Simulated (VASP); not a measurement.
Wanted: the native input for a VASP 6.6.1 run.

```yaml
Task: single point
Functional: PBE
Potentials_or_basis: VASP PAW PBE potentials, release 54 (Ni)
Cutoff: 520 eV
k_mesh: 13 × 13 × 13
Occupations: gaussian, width 0.02 eV
Spin: collinear spin, ferromagnetic start
Starting_moments: "[1.0] μB"
Further_INCAR_settings: ALGO = Normal; EDIFF = 1e-06; NBANDS = 15
```

The structure of Ni lies in POSCAR:

```
Ni
1.0
   -1.3837154700      1.3837154700      1.3837154700
    1.3837154700     -1.3837154700      1.3837154700
    1.3837154700      1.3837154700     -1.3837154700
Ni
1
Cartesian
    0.0000000000      0.0000000000      0.0000000000
```

This isn't the form of Ni at room conditions, which is fcc.

These files were run (other wordings do the same):

INCAR

```
SYSTEM = Ni
ALGO = Normal
EDIFF = 1E-6
ENCUT = 520
GGA = PE
ISIF = 2
ISMEAR = 0
ISPIN = 2
LASPH = .True.
LCHARG = .False.
LMAXMIX = 4
LORBIT = 11
LREAL = .False.
LWAVE = .False.
MAGMOM = 1
NBANDS = 15
NELM = 100
PREC = Accurate
SIGMA = 0.02
```

KPOINTS

```
k-points
0
Gamma
  13 13 13
  0 0 0
```

Potentials or basis: VASP PAW PBE potentials, release 54 (Ni).

Command:

```sh
$ cat potpaw_PBE.54/Ni/POTCAR > POTCAR
$ mpirun -np 1 vasp_std > vasp.out
```

Results of the run:

```json
{
  "Pressure": "7.6 GPa",
  "Band gap on the k mesh": "none (metal or under the smearing width)",
  "Net moment": "0.59 μB per cell",
  "Site moments": "Ni +0.60 μB",
  "Valence electrons inside the program's atomic spheres": "Ni 9.36"
}
```

Run time: 16 s on 1 thread of Intel(R) Xeon(R) Platinum 8488C (Sapphire Rapids), on a shared host, peak memory 0.14 GiB.
